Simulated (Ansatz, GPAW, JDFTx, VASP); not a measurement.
# C: 4 runs at one level of theory

```
C
1.0
     0.00000    1.78337    1.78337
     1.78337    0.00000    1.78337
     1.78337    1.78337    0.00000
C
2
Direct
  0.75000 0.75000 0.75000
  0.50000 0.50000 0.50000
```

Alike in all runs: task single point; functional LDA; k mesh 13 × 13 × 13; occupations gaussian, width 0.1 eV; no spin polarisation; no spin-orbit coupling. LDA stands for any of its common fits. Pressure is positive in compression and, in plane waves, holds the error of the finite cutoff.

```
                                                    program and potentials  plane-wave cutoff (eV)  notes  pressure (GPa)
               JDFTx, PseudoDojo-SR-LDA-0.4.1-standard with smoothed tails                    1116      -          -11.13
GPAW, the program's PAW data sets (release 1.2.1) made for this functional                     800      -          -13.48
                            Ansatz, all-electron LAPW, scalar-relativistic                       -      -          -12.98
                                 VASP, LDA PAW files C, release 54, 520 eV                     520      -          -11.63
```

The pressure spans -13.48 (GPAW, the program's PAW data sets (release 1.2.1) made for this functional) to -11.13 GPa (JDFTx, PseudoDojo-SR-LDA-0.4.1-standard with smoothed tails), with all-electron results at -12.98. The cell lies far from this level's equilibrium.

The functional is the same throughout but for its coding, so the spread measures potentials, basis and numerics; runs on potential files found faulty are left out.
